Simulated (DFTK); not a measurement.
Crystal: Ge.

```xyz
1
Lattice="-1.6084 1.6084 1.8732 1.6084 -1.6084 1.8732 1.6084 1.6084 -1.8732" Properties=species:S:1:pos:R:3 pbc="T T T"
Ge    0.0000    0.0000    1.8732
```

The cell was built by a generator and needn't be a form met in nature.

Base run:

| Item | Value |
| --- | --- |
| Program | DFTK 0.8.2 |
| Functional | r2SCAN |
| Potentials or basis | SG15 1.2 (PBE) |
| Cutoff | 1225 eV |
| k mesh | 12 × 12 × 12 |
| Occupations | fermi-dirac, width 0.05 eV |
| Spin | no spin polarisation |

Its results: band gap on the k mesh none (metal or under the smearing width); pressure -2.6 GPa.

Question: The run is repeated on the same cell with these changes: functional from r2SCAN to PBEsol. What comes out?

Answer: Band gap on the k mesh none (metal or under the smearing width); pressure -3.1 GPa.

Caveats: the potentials were made for another functional, which shifts forces and pressure.
